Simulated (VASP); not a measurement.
# Tl (P6_3/mmc) in VASP: a series of runs

Runs on Tl. Level: PBEsol. Tasks: single point.

Everything below comes from runs of VASP 6.6.1. Logs are shortened: lines on timing, memory, paths and dates and some standing lists are left out, and cuts for length are marked.

**1. The crystal as given**

The structure is hexagonal, space group P6_3/mmc (No. 194). Conventional cell: a = 3.456 Å, b = 3.456 Å, c = 5.525 Å, α = 90.00°, β = 90.00°, γ = 120.00°. Around Tl (site symmetry -6m2) lie 12 Tl at 3.41 to 3.46 Å.

**2. Single point, PBEsol**

Input file INCAR:

```
PREC = Accurate ; ENCUT = 250
EDIFF = 1E-6 ; ISMEAR = 1
SIGMA = 0.1 ; LREAL = F
LASPH = T ; NELM = 100
ALGO = Normal ; ISIF = 2
LWAVE = F ; LCHARG = F
GGA = PS ; NBANDS = 20
ADDGRID = F
```

Input file KPOINTS:

```
Automatic mesh
0
Gamma
  5 5 3
```

Input file POSCAR:

```
Tl
1.0
    3.4560000000      0.0000000000      0.0000000000
   -1.7280000000      2.9929837955      0.0000000000
    0.0000000000      0.0000000000      5.5250000000
Tl
2
Direct
    0.6666666667      0.3333333333      0.7500000000
    0.3333333333      0.6666666667      0.2500000000
```

Potentials or basis: VASP PAW PBE potentials, release 64 (Tl_d).

Run with:

```console
$ cat potpaw_PBE.64/Tl_d/POTCAR > POTCAR
$ mpirun -np 1 vasp_std > vasp.out
```

OUTCAR:

```text
PREC = Accurate
   ENCUT = 250
   EDIFF = 1E-6
   ISMEAR = 1
   LREAL = F
   LASPH = T
   NELM = 100
   ISIF = 2
   GGA = PS

 Found     10 irreducible k-points:

 Following reciprocal coordinates:
            Coordinates               Weight
  0.000000  0.000000  0.000000      1.000000
  0.200000 -0.000000  0.000000      6.000000
  0.400000  0.000000  0.000000      6.000000
  0.200000  0.200000  0.000000      6.000000
  0.400000  0.200000  0.000000      6.000000
  0.000000  0.000000  0.333333      2.000000
   k-points           NKPTS =     10   k-points in BZ     NKDIM =     10   number of bands    NBANDS=     20
   number of dos      NEDOS =    301   number of ions     NIONS =      2
   total plane-waves  NPLWV =   9072
   dimension x,y,z NGX =    18 NGY =   18 NGZ =   28
   dimension x,y,z NGXF=    36 NGYF=   36 NGZF=   56
   ions per type =               2
   NGX,Y,Z   is equivalent  to a cutoff of   8.66,  8.66,  8.43 a.u.
   NGXF,Y,Z  is equivalent  to a cutoff of  17.32, 17.32, 16.85 a.u.
 SYSTEM =  unknown system
   PREC   = accura    normal or accurate (medium, high low for compatibility)
   ISTART =      0    job   : 0-new  1-cont  2-samecut
   ICHARG =      2    charge: 1-file 2-atom 10-const
   ISPIN  =      1    spin polarized calculation?
   LNONCOLLINEAR =      F non collinear calculations
   LSORBIT =      F    spin-orbit coupling
   LASPH  =      T    aspherical Exc in radial PAW
   ENCUT  =  250.0 eV  18.37 Ry    4.29 a.u.   4.46  4.46  7.12*2*pi/ulx,y,z
   NELM   =    100;   NELMIN=  2; NELMDL= -5     # of ELM steps
   EDIFF  = 0.1E-05   stopping-criterion for ELM
   LREAL  =      F    real-space projection
   EDIFFG = 0.1E-04   stopping-criterion for IOM
   NSW    =      0    number of steps for IOM
   IBRION =     -1    ionic relax: 0-MD 1-quasi-New 2-CG
   NFREE  =      0    steps in history (QN), initial steepest desc. (CG)
   ISIF   =      2    stress and relaxation
   ISYM   =      2    0-nonsym 1-usesym 2-fastsym
   POTIM  = 0.5000    time-step for ionic-motion
   TEBEG  =    0.0;   TEEND  =   0.0 temperature during run
   PSTRESS=    0.0 pullay stress
   NELECT =      26.0000    total number of electrons
   NUPDOWN=      -1.0000    fix difference up-down
   EMIN   =  10.00;   EMAX   =-10.00  energy-range for DOS
   EFERMI =   0.00;   METHOD = LEGACY
   ISMEAR =     1;   SIGMA  =   0.10  broadening in eV -4-tet -1-fermi 0-gaus
   EFERMI_NEDOS =   21; number of points for ismear=-14 and -15
   IALGO  =     38    algorithm
   IMIX   =      4    mixing-type and parameters
     AMIX     =   0.40;   BMIX     =  1.00
     AMIX_MAG =   1.60;   BMIX_MAG =  1.00
  volume/ion in A,a.u.               =      28.57       192.83
  Fermi-wavevector in a.u.,A,eV,Ry     =   1.259107  2.379366 21.569987  1.585349
  Thomas-Fermi vector in A             =   2.392683
   LORBIT       =      0    0 simple, 1 ext, 2 COOP (PROOUT), +10 PAW based schemes
   GGA     = PS    functional components
   LHFCALC =     F    Hartree Fock is set to
   AEXX    =    0.0000 exact exchange contribution
   IVDW    =     0    specifies the selected vdW correction
   LEPSILON=     F    determine dielectric tensor
   LRPA    =     F    only Hartree local field effects (RPA)
 non-spin polarized calculation
 Methfessel and Paxton  Order N= 1 SIGMA  =   0.10
  energy-cutoff  :      250.00
  volume of cell :       57.15
 maximum number of plane-waves:       537
 NGX is ok and might be reduce to    18
   NGX =  9   NGY =  9   NGZ = 15

 number of electron      25.9999938 magnetization

 Free energy of the ion-electron system (eV)
  ---------------------------------------------------
  ext. energy  EPLUGINS =         0.00000000
  ---------------------------------------------------
  free energy    TOTEN  =        -5.25557310 eV

  energy without entropy =       -5.25372182  energy(sigma->0) =       -5.25495601

 E-fermi :   6.6315     XC(G=0): -10.3706

 val. band max:        6.3912463085   @ k =   0.4000   0.0000   0.3333
 cond. band min:       6.6746735717   @ k =   0.2000   0.2000   0.3333
 fundamental gap:      0.2834272632
 Fermi energy:         6.6315425633

 k-point     1 :       0.0000    0.0000    0.0000
  band No.  band energies     occupation
      1      -5.3414      2.00000
      2      -5.1098      2.00000
      3      -5.0679      2.00000
      4      -5.0679      2.00000
      5      -5.0137      2.00000
      6      -5.0137      2.00000
[... 12 lines left out ...]
     19      17.2042      0.00000
     20      17.2970      0.00000

 k-point     2 :       0.2000   -0.0000    0.0000
  band No.  band energies     occupation
      1      -5.2964      2.00000
      2      -5.1325      2.00000
      3      -5.0674      2.00000
      4      -5.0420      2.00000
      5      -5.0339      2.00000
      6      -4.9350      2.00000
[... 12 lines left out ...]
     19      16.5230      0.00000
     20      17.8787      0.00000

 k-point     3 :       0.4000    0.0000    0.0000
  band No.  band energies     occupation
      1      -5.4245      2.00000
      2      -5.2696      2.00000
      3      -5.1946      2.00000
      4      -5.1250      2.00000
      5      -4.9285      2.00000
      6      -4.8958      2.00000
[... 12 lines left out ...]
     19      14.8764      0.00000
     20      16.3547      0.00000

 k-point     4 :       0.2000    0.2000    0.0000
  band No.  band energies     occupation
      1      -5.2300      2.00000
      2      -5.2114      2.00000
      3      -5.2107      2.00000
      4      -5.0968      2.00000
      5      -4.9329      2.00000
      6      -4.8685      2.00000
[... 12 lines left out ...]
     19      14.8536      0.00000
     20      18.4959      0.00000

 k-point     5 :       0.4000    0.2000    0.0000
  band No.  band energies     occupation
      1      -5.3416      2.00000
      2      -5.2745      2.00000
      3      -5.1008      2.00000
      4      -5.0903      2.00000
      5      -4.9538      2.00000
      6      -4.8761      2.00000
[... 12 lines left out ...]
     19      13.8279      0.00000
     20      18.3812      0.00000

 k-point     6 :       0.0000    0.0000    0.3333
  band No.  band energies     occupation
      1      -5.2683      2.00000
      2      -5.1426      2.00000
      3      -5.1154      2.00000
      4      -5.1154      2.00000
      5      -5.0683      2.00000
      6      -5.0683      2.00000
[... 12 lines left out ...]
     19      16.7521      0.00000
     20      17.0359      0.00000

 [... further k-points ...]
[... 5 lines left out ...]
  --------------------------------------------------------------------------------------
  -------------------------------------------------------------------------------------
  Total       -0.3008509     -0.3008509      0.2489902      0.0000000      0.0000000      0.0000000
  in kB       -8.4343494     -8.4343494      6.9804333      0.0000000      0.0000000      0.0000000
  external PRESSURE =      -3.2960885 kB  Pullay stress =       0.0000000 kB

 VOLUME and BASIS-vectors are now :
 -----------------------------------------------------------------------------
  energy-cutoff  :      250.00
  volume of cell :       57.15
      direct lattice vectors                 reciprocal lattice vectors
     3.456000000  0.000000000  0.000000000     0.289351852  0.167057370  0.000000000
    -1.728000000  2.992983795  0.000000000     0.000000000  0.334114739  0.000000000
     0.000000000  0.000000000  5.525000000     0.000000000  0.000000000  0.180995475

 POSITION                                       TOTAL-FORCE (eV/Angst)
 -----------------------------------------------------------------------------------
      1.72800      0.99766      4.14375        -0.000000     -0.000000      0.000000
     -0.00000      1.99532      1.38125         0.000000      0.000000      0.000000
 -----------------------------------------------------------------------------------
    total drift:                               -0.000000      0.000000     -0.000000

  FREE ENERGIE OF THE ION-ELECTRON SYSTEM (eV)
  ---------------------------------------------------
  free  energy   TOTEN  =        -5.2555731024 eV

  energy  without entropy=       -5.2537218249  energy(sigma->0) =       -5.25495601
```

stdout:

```text
POSCAR found type information on POSCAR Tl
 POSCAR found :  1 types and       2 ions
 scaLAPACK will be used
 -----------------------------------------------------------------------------
|                                                                             |
|                                                                             |
|     You enforced a specific xc type in the INCAR file but a different       |
|     I HOPE YOU KNOW WHAT YOU ARE DOING!                                     |
|                                                                             |
 -----------------------------------------------------------------------------

 LDA part: xc-table for (Slater+PW92), standard interpolation
 POSCAR, INCAR and KPOINTS ok, starting setup
 FFT: planning ... GRIDC
 FFT: planning ... GRID_SOFT
 FFT: planning ... GRID
 WAVECAR not read
 entering main loop
```

Wall time 3.3 s (1 thread of Intel Xeon Platinum 8488C (Sapphire Rapids), shared host); peak memory 0.12 GiB.

The run converged, but some of its settings lie outside the range that counts as converged, so its numbers aren't taken as properties of the crystal.

Results:

```yaml
Free_energy: -5.2556 eV
Band_gap_on_the_k_mesh: none (metal or under the smearing width)
```

Caveat: the k mesh is coarse (spacing up to 0.42 Å⁻¹), so the values aren't converged; the cutoff is under 1.25 times the usual one of these potentials, so pressure, stress and relaxed cells hold a basis-set (Pulay) error; the PAW data sets were made with another functional, which shifts forces and pressure a little.

**3. Single point, PBEsol**

Changes to INCAR since step 2:

```diff
@@ -1,2 +1,2 @@
-PREC = Accurate ; ENCUT = 250
+PREC = Accurate ; ENCUT = 700
 EDIFF = 1E-6 ; ISMEAR = 1
```

Input file KPOINTS:

```
Automatic mesh
0
Gamma
  3 3 2
```

POSCAR is that of step 2.

Potentials or basis: VASP PAW PBE potentials, release 64 (Tl_d).

Run with:

```console
$ cat potpaw_PBE.64/Tl_d/POTCAR > POTCAR
$ mpirun -np 1 vasp_std > vasp.out
```

OUTCAR:

```text
PREC = Accurate
   ENCUT = 700
   EDIFF = 1E-6
   ISMEAR = 1
   LREAL = F
   LASPH = T
   NELM = 100
   ISIF = 2
   GGA = PS

 Found      6 irreducible k-points:

 Following reciprocal coordinates:
            Coordinates               Weight
  0.000000  0.000000  0.000000      1.000000
  0.333333  0.000000  0.000000      6.000000
  0.333333  0.333333  0.000000      2.000000
  0.000000  0.000000  0.500000      1.000000
  0.333333  0.000000  0.500000      6.000000
  0.333333  0.333333  0.500000      2.000000
   k-points           NKPTS =      6   k-points in BZ     NKDIM =      6   number of bands    NBANDS=     20
   number of dos      NEDOS =    301   number of ions     NIONS =      2
   total plane-waves  NPLWV =  43200
   dimension x,y,z NGX =    30 NGY =   30 NGZ =   48
   dimension x,y,z NGXF=    60 NGYF=   60 NGZF=   96
   ions per type =               2
   NGX,Y,Z   is equivalent  to a cutoff of  14.43, 14.43, 14.44 a.u.
   NGXF,Y,Z  is equivalent  to a cutoff of  28.86, 28.86, 28.89 a.u.
 SYSTEM =  unknown system
   PREC   = accura    normal or accurate (medium, high low for compatibility)
   ISTART =      0    job   : 0-new  1-cont  2-samecut
   ICHARG =      2    charge: 1-file 2-atom 10-const
   ISPIN  =      1    spin polarized calculation?
   LNONCOLLINEAR =      F non collinear calculations
   LSORBIT =      F    spin-orbit coupling
   LASPH  =      T    aspherical Exc in radial PAW
   ENCUT  =  700.0 eV  51.45 Ry    7.17 a.u.   7.46  7.46 11.92*2*pi/ulx,y,z
   NELM   =    100;   NELMIN=  2; NELMDL= -5     # of ELM steps
   EDIFF  = 0.1E-05   stopping-criterion for ELM
   LREAL  =      F    real-space projection
   EDIFFG = 0.1E-04   stopping-criterion for IOM
   NSW    =      0    number of steps for IOM
   IBRION =     -1    ionic relax: 0-MD 1-quasi-New 2-CG
   NFREE  =      0    steps in history (QN), initial steepest desc. (CG)
   ISIF   =      2    stress and relaxation
   ISYM   =      2    0-nonsym 1-usesym 2-fastsym
   POTIM  = 0.5000    time-step for ionic-motion
   TEBEG  =    0.0;   TEEND  =   0.0 temperature during run
   PSTRESS=    0.0 pullay stress
   NELECT =      26.0000    total number of electrons
   NUPDOWN=      -1.0000    fix difference up-down
   EMIN   =  10.00;   EMAX   =-10.00  energy-range for DOS
   EFERMI =   0.00;   METHOD = LEGACY
   ISMEAR =     1;   SIGMA  =   0.10  broadening in eV -4-tet -1-fermi 0-gaus
   EFERMI_NEDOS =   21; number of points for ismear=-14 and -15
   IALGO  =     38    algorithm
   IMIX   =      4    mixing-type and parameters
     AMIX     =   0.40;   BMIX     =  1.00
     AMIX_MAG =   1.60;   BMIX_MAG =  1.00
  volume/ion in A,a.u.               =      28.57       192.83
  Fermi-wavevector in a.u.,A,eV,Ry     =   1.259107  2.379366 21.569987  1.585349
  Thomas-Fermi vector in A             =   2.392683
   LORBIT       =      0    0 simple, 1 ext, 2 COOP (PROOUT), +10 PAW based schemes
   GGA     = PS    functional components
   LHFCALC =     F    Hartree Fock is set to
   AEXX    =    0.0000 exact exchange contribution
   IVDW    =     0    specifies the selected vdW correction
   LEPSILON=     F    determine dielectric tensor
   LRPA    =     F    only Hartree local field effects (RPA)
 non-spin polarized calculation
 Methfessel and Paxton  Order N= 1 SIGMA  =   0.10
  energy-cutoff  :      700.00
  volume of cell :       57.15
 maximum number of plane-waves:      2424
 NGX is ok and might be reduce to    30
   NGX = 15   NGY = 15   NGZ = 23

 number of electron      26.0000001 magnetization

 Free energy of the ion-electron system (eV)
  ---------------------------------------------------
  ext. energy  EPLUGINS =         0.00000000
  ---------------------------------------------------
  free energy    TOTEN  =        -4.55041817 eV

  energy without entropy =       -4.54582696  energy(sigma->0) =       -4.54888776

 E-fermi :   6.2541     XC(G=0): -10.3775

 val. band max:        6.2106069875   @ k =   0.3333   0.0000   0.0000
 cond. band min:       6.5349887820   @ k =   0.3333   0.3333   0.5000
 fundamental gap:      0.3243817944
 Fermi energy:         6.2541064106

 k-point     1 :       0.0000    0.0000    0.0000
  band No.  band energies     occupation
      1      -5.3591      2.00000
      2      -5.1757      2.00000
      3      -5.1757      2.00000
      4      -5.1215      2.00000
      5      -5.1215      2.00000
      6      -5.1031      2.00000
[... 12 lines left out ...]
     19      17.1982      0.00000
     20      17.3143      0.00000

 k-point     2 :       0.3333    0.0000    0.0000
  band No.  band energies     occupation
      1      -5.4606      2.00000
      2      -5.2644      2.00000
      3      -5.2250      2.00000
      4      -5.1151      2.00000
      5      -4.9630      2.00000
      6      -4.8804      2.00000
[... 12 lines left out ...]
     19      15.2520      0.00000
     20      16.7365      0.00000

 k-point     3 :       0.3333    0.3333    0.0000
  band No.  band energies     occupation
      1      -5.3750      2.00000
      2      -5.1531      2.00000
      3      -5.1531      2.00000
      4      -5.0630      2.00000
      5      -5.0374      2.00000
      6      -5.0374      2.00000
[... 12 lines left out ...]
     19      12.9083      0.00000
     20      22.0232      0.00000

 k-point     4 :       0.0000    0.0000    0.5000
  band No.  band energies     occupation
      1      -5.2122      2.00000
      2      -5.2122      2.00000
      3      -5.1972      2.00000
      4      -5.1972      2.00000
      5      -5.1972      2.00000
      6      -5.1972      2.00000
[... 12 lines left out ...]
     19      16.8629      0.00000
     20      16.8629      0.00000

 k-point     5 :       0.3333    0.0000    0.5000
  band No.  band energies     occupation
      1      -5.3553      2.00000
      2      -5.3553      2.00000
      3      -5.2210      2.00000
      4      -5.2210      2.00000
      5      -4.9285      2.00000
      6      -4.9285      2.00000
[... 12 lines left out ...]
     19      15.2692      0.00000
     20      15.2692      0.00000

 k-point     6 :       0.3333    0.3333    0.5000
  band No.  band energies     occupation
      1      -5.2646      2.00000
      2      -5.2646      2.00000
      3      -5.0647      2.00000
      4      -5.0647      2.00000
      5      -5.0006      2.00000
      6      -5.0006      2.00000
[... 12 lines left out ...]
     19      17.2643      0.00000
     20      17.2643      0.00000

------------------------ aborting loop because EDIFF is reached ----------------------------------------

  FORCE on cell =-STRESS in cart. coord.  units (eV):
  Direction    XX          YY          ZZ          XY          YZ          ZX
  --------------------------------------------------------------------------------------
  -------------------------------------------------------------------------------------
  Total        0.0057382      0.0057382     -0.1104115      0.0000000      0.0000000      0.0000000
  in kB        0.1608700      0.1608700     -3.0953830      0.0000000      0.0000000      0.0000000
  external PRESSURE =      -0.9245477 kB  Pullay stress =       0.0000000 kB

 VOLUME and BASIS-vectors are now :
 -----------------------------------------------------------------------------
  energy-cutoff  :      700.00
  volume of cell :       57.15
      direct lattice vectors                 reciprocal lattice vectors
     3.456000000  0.000000000  0.000000000     0.289351852  0.167057370  0.000000000
    -1.728000000  2.992983795  0.000000000     0.000000000  0.334114739  0.000000000
     0.000000000  0.000000000  5.525000000     0.000000000  0.000000000  0.180995475

 POSITION                                       TOTAL-FORCE (eV/Angst)
 -----------------------------------------------------------------------------------
      1.72800      0.99766      4.14375         0.000000      0.000000      0.000000
     -0.00000      1.99532      1.38125        -0.000000     -0.000000      0.000000
 -----------------------------------------------------------------------------------
    total drift:                               -0.000000      0.000000     -0.000000

  FREE ENERGIE OF THE ION-ELECTRON SYSTEM (eV)
  ---------------------------------------------------
  free  energy   TOTEN  =        -4.5504181655 eV

  energy  without entropy=       -4.5458269554  energy(sigma->0) =       -4.54888776
```

OSZICAR:

```text
N       E                     dE             d eps       ncg     rms          rms(c)
DAV:   1     0.157039001719E+03    0.15704E+03   -0.16622E+04   240   0.155E+03
DAV:   2    -0.147229237636E+01   -0.15851E+03   -0.15498E+03   252   0.321E+02
DAV:   3    -0.462336004872E+01   -0.31511E+01   -0.31448E+01   288   0.389E+01
DAV:   4    -0.464376033468E+01   -0.20400E-01   -0.20399E-01   264   0.312E+00
DAV:   5    -0.464403836203E+01   -0.27803E-03   -0.27803E-03   272   0.374E-01    0.404E+00
DAV:   6    -0.456779354619E+01    0.76245E-01   -0.12164E-01   260   0.271E+00    0.281E+00
DAV:   7    -0.455176851677E+01    0.16025E-01   -0.62152E-02   248   0.191E+00    0.831E-01
DAV:   8    -0.455040773851E+01    0.13608E-02   -0.64387E-03   252   0.600E-01    0.601E-02
DAV:   9    -0.455041384358E+01   -0.61051E-05   -0.55767E-05   268   0.588E-02    0.191E-02
DAV:  10    -0.455041812411E+01   -0.42805E-05   -0.56713E-06   268   0.222E-02    0.226E-03
DAV:  11    -0.455041816553E+01   -0.41416E-07   -0.25014E-07   132   0.383E-03
   1 F= -.45504182E+01 E0= -.45488878E+01  d E =-.459121E-02
```

Run time: 6.6 s. Hardware: 1 thread of Intel Xeon Platinum 8488C (Sapphire Rapids), shared host; peak memory 0.19 GiB.

The run converged, but some of its settings lie outside the range that counts as converged, so its numbers aren't taken as properties of the crystal.

Results:

```yaml
Free_energy: -4.5504 eV
Pressure: -0.1 GPa
Band_gap_on_the_k_mesh: none (metal or under the smearing width)
```

Caveat: the k mesh is coarse (spacing up to 0.70 Å⁻¹), so the values aren't converged; the PAW data sets were made with another functional, which shifts forces and pressure a little.

[end of part 1 of 2]
